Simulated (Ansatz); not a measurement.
Crystal: SnO2.

```
CELL_PARAMETERS angstrom
-3.24890 3.41447 3.41402
3.24890 -3.41447 3.41402
3.24890 3.41447 -3.41402
ATOMIC_POSITIONS crystal
Sn 0.50000 0.00000 0.00000
Sn 0.50000 0.50000 0.50000
Sn 0.00360 0.75360 0.25000
Sn 0.99640 0.24640 0.75000
O 0.80650 0.80377 0.49728
O 0.80650 0.30922 0.00272
O 0.30244 0.24594 0.05649
O 0.68944 0.24594 0.44350
O 0.31056 0.75406 0.55649
O 0.19350 0.69078 0.99728
O 0.69756 0.75406 0.94351
O 0.19350 0.19623 0.50272
```

The cell is a database's computed one.

Base run:

| Quantity | Value |
| --- | --- |
| Program | Ansatz 0.2.0 |
| Functional | RPBE |
| Potentials or basis | Ansatz PAW |
| Cutoff | 420 eV (not typed: the program's choice for these potentials) |
| k mesh | 6 × 6 × 6 |
| Occupations | fermi-dirac, width 0.05 eV |
| Spin | no spin polarisation |

Its results: band gap on the k mesh 0.72 eV; pressure 3.1 GPa; largest force 0.057 eV/Å.

Question: The run is repeated on the same cell with these changes: functional from RPBE to PBE. What comes out?

Answer: Band gap on the k mesh 0.63 eV; pressure -0.8 GPa; largest force 0.059 eV/Å.

PBE binds more tightly than RPBE, so the same cell stands under less pressure.

Caveats: spin-orbit coupling is left out, which moves the levels of the heavy elements; the PAW data sets come from PBE, with cores solved anew for the run's functional, which leaves a small shift of forces and pressure (some runs).
